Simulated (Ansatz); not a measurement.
# Pb (Im-3m) in Ansatz: settings compared, part 3 of 3

Ansatz 0.2.0. The steps go on from the part before.

## 6. Single point, r2SCAN50

input

```
crystal:
  lattice:
    - [-1.9796595667, 1.9796595667, 1.9796595667]
    - [1.9796595667, -1.9796595667, 1.9796595667]
    - [1.9796595667, 1.9796595667, -1.9796595667]
  atoms:
    - { symbol: Pb, position: [0.0, 0.0, 0.0] }
hamiltonian:
  xc: r2scan50
  pseudopotentials: { kind: paw }
kpoints:
  mp_grid: { grid: [5, 5, 5] }
scf:
  occupations: { method: fermi_dirac, width: 0.05 }
output:
  forces: true
  stress: true
  eigenvalues: true
  write_density: true
  write_potential: true
  elf: true
  volumetric_format: npy
```

Potentials or basis: Ansatz PAW.

What it wrote:

```text
Warning: output.stress: scf.convergence.dr2_threshold = 1e-7 eV (the SCF's general default) is looser than the 1e-10 eV advised for a printed stress (1e-10 eV for each atom of the cell: 1). What an SCF threshold leaves in a stress goes as its square root, and in the free energy as the threshold itself, and one threshold admits the most on a small cell: of the crystals measured, under no hybrid functional and no lock of the moments, on runs that ended without the residual-converged pass, on stresses that held no estimate of that error, the worst erred by over 100 MPa in a component at 1e-7 eV an atom and by under 5 at 1e-10. Set scf.convergence.dr2_threshold to 1e-10 eV or tighter. The threshold is an SCF's pass mark: one that does not reach it within its budget of iterations ends unconverged, or closes short of it on a stop that the run arms, and scf.convergence.dr2_threshold's page says what that costs each kind of run
Warning: output.stress: scf.exx.energy_threshold = 1e-6 eV is looser than the 1e-8 eV advised for a stress under a hybrid functional (1e-8 eV for each atom of the cell: 1). Every SCF of the exchange loop can meet its threshold on dr2 while the loop round them stops early: no threshold on dr2 bounds what that leaves in the stress. Set scf.exx.energy_threshold to 1e-8 eV or tighter. The threshold is the loop's pass mark: a loop that does not reach it within its budget of cycles ends unconverged, and scf.exx.energy_threshold's page has the law
GPUs: using 1 of 1 available (devices: 1).
Engine: ansatz 0.2.0, x86_64-unknown-linux-gnu
Pseudopotentials: kind: paw
Pseudopotential: Pb, paw, valence charge 14, recommended cutoff 500 eV (meta_gga), Pb.paw.azcp
Functional definition: r2SCAN50
  parameter a = 0.5
  parameter k0 = 0.174
  parameter k1 = 0.065
  parameter a1 = 4.9479
  exchange = (1 - a)*r2scan_x(k0 = k0, k1 = k1, a1 = a1) + a*exact_x
  correlation = r2scan_c
device memory: the entry about to start is reckoned to put 0.6 GiB on a device that reports 51.6 GiB free (of which the cap on the GPU budget leaves the run 18.0 GiB)
GPU FFT provider: cuFFT
GPU libraries: cuBLAS 13.8.2, cuFFT 12.4.0, cuSOLVER 12.3.4
Crystal: 1 atoms, lattice volume = 31.034 Å³
Basis set: ecut = 500 eV, 791 PW (Γ), exchange–correlation on 108×108×108 points (64 copies of the dense FFT grid, shifted against one another)
Bands: 11, of which v1, the nominal top of the filled ones, is band 7 counted from 1 (6 counted from 0)
Symmetry: 48 space group operations
Space group: Im-3m (ITA 229), of the structure as read, at distance tolerance 3.1e-5 Å
k-points: 10 of 125
Non-local potential: Pb, projectors of the file, l = 0: 2, l = 1: 2, l = 2: 2, l = 3: 2
PAW form: soft (Blöchl's): semilocal exchange-correlation on the pseudo side does not see the compensation charge
PAW frozen core: Pb, regenerated for the run's functional, and the local potential with it (the file was generated under x = pbe(κ = 0.804, μ = 0.2195149727645171), c = pbe(β = 0.06672455060314922))
PAW one-centre angular grid: Pb, 590 points (default); XC on 160 Gauss nodes
Initial density: superposition of atomic densities (neutral atoms: chi_scale 0, normalization atom), corrected by the library's trained network
Initial wavefunctions: pseudopotential atomic-orbital guess
GPU buffer pool allocated for 19683 grid points (all kernels)
GPU transforms: local potential: pruned to the plane-wave sphere, on 25×25×25; band sums: pruned to the plane-wave sphere, on 27×27×27
Functional: x = r2scan, c = r2scan; τ floored in thin density (d = 2e-4 eV/Å³), warm-up for x = 0.5 r2scan + 0.5 exact, c = r2scan; τ floored in thin density (d = 2e-4 eV/Å³)
SCF iter   1: F=—  HF=-11920.754817 eV  |F-HF|=—  |Δ(HF+E_count)|=         —  Δρ=5.82e-3  dr2=1.00e-2  dr2_τ=6.02e-4  ethr=1.77e-3  ⟨swp⟩=13.1  Hψ=569  notcnv=0
preconditioner: auto → none  [insulator: Δε(μ)=0.154 eV  Ē_g=21.058 eV  σ=0.050 eV  W_gap=0.61  n_scr=12 (ndim 8)  ℏωp=24.9 eV  f_vac=0.000  D(μ)=1.51/eV (n_scr^D=12)]
iter 2 solved again at ethr=5.53e-6 eV; its pass at ethr=7.15e-5 eV (dr2=7.74e-4 eV) is discarded
SCF iter   2: F=—  HF=-11920.759910 eV  |F-HF|=—  |Δ(HF+E_count)|=   5.09e-3  Δρ=1.73e-3  dr2=7.72e-4  dr2_τ=5.30e-5  ethr=5.53e-6  ⟨swp⟩=2.4  Hψ=560  notcnv=0  defer=2
SCF iter   3: F=—  HF=-11920.761444 eV  |F-HF|=—  |Δ(HF+E_count)|=   1.53e-3  Δρ=8.85e-4  dr2=1.98e-4  dr2_τ=5.86e-6  ethr=5.52e-6  ⟨swp⟩=3.5  Hψ=219  notcnv=0  defer=1
SCF iter   4: F=—  HF=-11920.761888 eV  |F-HF|=—  |Δ(HF+E_count)|=   4.43e-4  Δρ=1.18e-4  dr2=2.14e-6  dr2_τ=2.66e-7  ethr=1.42e-6  ⟨swp⟩=4.5  Hψ=317  notcnv=0
[... 33 lines left out ...]
SCF iter   2: F=—  HF=-11915.600520 eV  |F-HF|=—  |Δ(HF+E_count)|=   3.03e-4  Δρ=2.81e-4  dr2=1.01e-4  dr2_τ=2.37e-6  ethr=2.63e-6  ⟨swp⟩=4.1  Hψ=324  notcnv=0
SCF iter   3: F=—  HF=-11915.600506 eV  |F-HF|=—  |Δ(HF+E_count)|=   1.45e-5  Δρ=6.52e-5  dr2=7.06e-5  dr2_τ=3.26e-7  ethr=2.06e-7  ⟨swp⟩=3.6  Hψ=213  notcnv=0
SCF iter   4: F=-11915.600911 eV  HF=-11915.600918 eV  |F-HF|=6.74e-6  |Δ(HF+E_count)|=   4.13e-4  Δρ=3.43e-4  dr2=2.32e-5  dr2_τ=2.56e-7  ethr=8.91e-9  ⟨swp⟩=5.1  Hψ=448  notcnv=0
SCF 3 stopped early in 4 iterations: F = -11915.600911 eV  dr2 = 2.32e-5
hybrid outer 2: dexx = +5.007e-4 eV, tail = 1.20e-4 eV, Δε = 1.38e-1 eV (about 1.92e-2 eV left of the loop's levels)
GPU FFT provider: cuFFT
GPU libraries: cuBLAS 13.8.2, cuFFT 12.4.0, cuSOLVER 12.3.4
GPU buffer pool allocated for 19683 grid points (all kernels)
GPU transforms: local potential: pruned to the plane-wave sphere, on 25×25×25; band sums: pruned to the plane-wave sphere, on 27×27×27
Exchange kernel: α = 0.5000, full range, Wigner–Seitz truncation, v(0) = 8560.3362 eV·Å³, q-mesh 5×5×5, nearest image of the exchange supercell L = 17.14 Å, pair-density grid 15×15×15, without the augmentation charges, whose exchange is taken in its separable form by FFT convolution over the k-point mesh (sized by the pseudopotential files, 24×24×24 at the most), smooth part of the exact exchange by density-matrix convolution in up to 1.22 GiB of GPU memory as planned if the GPU has room (build and FFT work areas not counted)
Frozen-core exchange: fock
SCF iter   1: F=—  HF=-11915.600853 eV  |F-HF|=—  |Δ(HF+E_count)|=         —  Δρ=1.23e-4  dr2=8.57e-6  dr2_τ=4.57e-8  ethr=2.17e-6  ⟨swp⟩=3.4  Hψ=235  notcnv=0
preconditioner: auto → none  [insulator: Δε(μ)=1.446 eV  Ē_g=26.010 eV  σ=0.050 eV  W_gap=0.92  n_scr=12 (ndim 8)  ℏωp=24.9 eV  f_vac=0.000  D(μ)=0.29/eV (n_scr^D=0)]
SCF iter   2: F=—  HF=-11915.600853 eV  |F-HF|=—  |Δ(HF+E_count)|=   3.42e-7  Δρ=1.81e-5  dr2=6.47e-6  dr2_τ=8.14e-9  ethr=1.56e-8  ⟨swp⟩=3.9  Hψ=233  notcnv=0
SCF iter   3: F=—  HF=-11915.600925 eV  |F-HF|=—  |Δ(HF+E_count)|=   7.16e-5  Δρ=1.15e-5  dr2=7.47e-8  dr2_τ=3.89e-9  ethr=5.32e-10  ⟨swp⟩=5.2  Hψ=371  notcnv=0
SCF iter   4: F=—  HF=-11915.600925 eV  |F-HF|=—  |Δ(HF+E_count)|=   7.12e-9  Δρ=5.37e-6  dr2=6.39e-8  dr2_τ=1.07e-9  ethr=9.82e-11  ⟨swp⟩=3.1  Hψ=228  notcnv=0
SCF iter   5: F=-11915.600925 eV  HF=-11915.600925 eV  |F-HF|=7.04e-10  |Δ(HF+E_count)|=   4.93e-7  Δρ=3.86e-6  dr2=2.99e-9  dr2_τ=5.77e-10  ethr=2.02e-11  ⟨swp⟩=5.6  Hψ=387  notcnv=0  defer=1
SCF 4 converged in 5 iterations: F = -11915.600925 eV  dr2 = 2.99e-9
  Residual-converged pass: ⟨swp⟩=2.0  Hψ=156  notcnv=0  max |occ|·‖R‖ = 2.4e-6 eV (tolerance 2.4e-6 eV)  dr2=2.99e-9  dr2_τ=5.77e-10  dr2_onsite=1.45e-9  max |Δocc| = 1.6e-14
hybrid outer 3: dexx = +1.054e-6 eV, tail = 1.29e-8 eV, Δε = 2.37e-3 eV (about 1.00e-4 eV left of the loop's levels)
hybrid SCF converged: 3 outer / 14 inner (+7 warm-up), last move |dexx| = 1.05e-6 eV, tail = 1.29e-8 eV
Stability not checked: this state was not tested for a lower state beside it, because the functional holds exact exchange (a hybrid, or Hartree-Fock), whose exchange loop this test does not read (fock_operator; see scf.lower_state_search)
Free energy (F): -11915.600925 eV
Frozen-core exchange: fock
Harris-Foulkes:  -11915.600925 eV  (|F-HF|=7.04e-10)
Internal energy: -11915.598171 eV  (E = F + TS)
E sigma→0 (E₀):  -11915.599548 eV
Entropy (-TS):   -0.002754 eV (-2.754 meV/atom)
Fermi energy:    10.076183 eV
--- Per-component energies (eV) ---
  E_band       = -100.734805
  E_kinetic    = 288.490478
  E_local      = -1031.965535  (includes V_loc(G=0)·N_el)
  E_nonlocal   = 349.121150
  E_hartree    = 412.834072
  E_xc         = -114.060626
  E_vxc        = -78.345107  (∫ρ·V_xc dr)
  E_exx        = -73.990223  (= α·E_x^exact, valence–valence)
  E_paw        = -10449.865578  (= ΣΔE_a)
  E_vpaw       = -310.595676  (= ΣTr[D̂ρ^β])
  E_aug_tail   = 0.000020  (compensation charges beyond the density's cutoff)
  E_vtau       = 4.872849  (kinetic-family band-sum trace: ∫τ·v_τ [+ j·A + Jᵃ·Aᵃ] dr)
  E_ewald      = -1297.081552
  E_core_change = 0.919623  (= ΣΔE_core)
  E_smearing   = -0.002754  (= −TS)
  E_closure    = -0.000000  (closes the sum)
  Σ components = -11915.600925   (vs F -11915.600925, Δ=0.00e0)
--- Forces (eV/Å), atoms counted from 1 ---
  atom   1  Pb     0.00000000    -0.00000000     0.00000000
  max |Σ_I F_I| component: 8.55e-30 eV/Å
--- Stress (GPa, compression-positive) ---
        0.413594       0.000000       0.000000
        0.000000       0.413594      -0.000000
        0.000000      -0.000000       0.413594
  P = ⅓ Tr σ = 0.4136 GPa (4.136 kbar)
--- Band table (eV; the first three rows and the last of 10) ---
  k-point 0: bands = ["-11.6021", "-11.6021", "-11.6021", "-11.3438", "-11.3438", "-4.9083", "20.3383", "20.3383", "20.3383", "24.0296", "24.0296"]
  k-point 1: bands = ["-11.6342", "-11.5740", "-11.4620", "-11.3736", "-11.3505", "-3.8939", "14.2307", "17.9998", "19.2348", "21.5686", "22.6042"]
  k-point 2: bands = ["-11.6862", "-11.5966", "-11.3683", "-11.3595", "-11.2247", "-1.0461", "6.2114", "15.7577", "17.8120", "20.2129", "21.5748"]
  k-point 9: bands = ["-11.6302", "-11.6039", "-11.2771", "-11.2771", "-11.2600", "2.1768", "9.1544", "9.9563", "9.9563", "16.8661", "19.0410"]
```

rho_z.tsv:

```text
# z_ang	rho[e/angstrom^3]
# format = ansatz-planar-average/11
# lattice	-1.979659567	1.979659567	1.979659567
# lattice	1.979659567	-1.979659567	1.979659567
# lattice	1.979659567	1.979659567	-1.979659567
# sites	1
# site	82	0.000000000	0.000000000	0.000000000
0.000000	1.041564e0
0.126995	1.010430e0
0.253990	9.243003e-1
0.380986	8.013644e-1
0.507981	6.629284e-1
0.634976	5.272292e-1
[... 19 lines left out ...]
3.174881	9.243003e-1
3.301876	1.010430e0
```

v_z.tsv:

```text
# z_ang	v_es[eV]	v_tot[eV]
# format = ansatz-planar-average/11
# xc	r2scan50
# density_cutoff_ev	2000
# datasets	Pb=:simpson_from_first_knot:soft:fock:shift=0
# lattice	-1.979659567	1.979659567	1.979659567
# lattice	1.979659567	-1.979659567	1.979659567
# lattice	1.979659567	1.979659567	-1.979659567
# sites	1
# site	82	0.000000000	0.000000000	0.000000000
0.000000	-4.406169e-1	-8.052190e0
0.126995	-3.772966e-1	-7.948651e0
0.253990	-1.642504e-1	-7.610576e0
0.380986	2.584522e-1	-6.987815e0
0.507981	9.707011e-1	-6.005167e0
0.634976	2.044237e0	-4.587693e0
[... 19 lines left out ...]
3.174881	-1.642504e-1	-7.610576e0
3.301876	-3.772966e-1	-7.948651e0
```

It took 18 s on 1 × NVIDIA H100 80GB HBM3 with 2 threads of AMD EPYC 7R13 (Zen 3), shared host; peak memory 1.5 GiB.

What came out:

- Free energy: -11915.6009 eV
- Pressure: 0.4 GPa
- Band gap on the k mesh: none (metal or under the smearing width)

Levels at points of the mesh, in eV from the Fermi level:
```tsv
k point	band 3	band 4	band 5	band 6	band 7	band 8	band 9	band 10	band 11
(0.00, 0.00, 0.00)	-21.68	-21.42	-21.42	-14.98	10.26	10.26	10.26	13.95	13.95
```

Caveat: the k mesh is coarse (spacing up to 0.45 Å⁻¹), so the values aren't converged, least of all with exact exchange; the PAW data sets come from PBE, with cores solved anew for the run's functional, which leaves a small shift of forces and pressure; the thresholds are loose for stress. The run has no spin-orbit coupling, so splittings on Pb are missing.

## 7. The runs side by side

| task | level | cell | cutoff (eV) | gap on the mesh (eV) | pressure (GPa) | relaxed volume (Å³/atom) |
| --- | --- | --- | --- | --- | --- | --- |
| relaxation of cell and atoms | HSE03 | relaxed | 420 | none | 0.0 | 32.33 |
| relaxation of cell and atoms | HSEsol | relaxed | 420 | none | 0.0 | 30.93 |
| single point | r2SCAN0 | as given | 500 | none | 1.0 | - |
| single point | r2SCANh | as given | 500 | none | 1.4 | - |
| single point | r2SCAN50 | as given | 500 | none | 0.4 | - |

Alike in all rows: potentials or basis Ansatz PAW; no spin polarisation; k mesh 5 × 5 × 5; smearing fermi-dirac 0.05 eV; the mesh is coarse, so values aren't converged.

Caveats: all runs use coarse meshes; the PAW data sets come from PBE, with cores solved anew for the run's functional, which leaves a small shift of forces and pressure; the thresholds are loose for stress (some runs); the plane-wave basis is chosen anew once the cell has moved, so the energies of steps on either side of that aren't comparable (some runs).

Absolute energies hang on the potentials; compare differences alone.
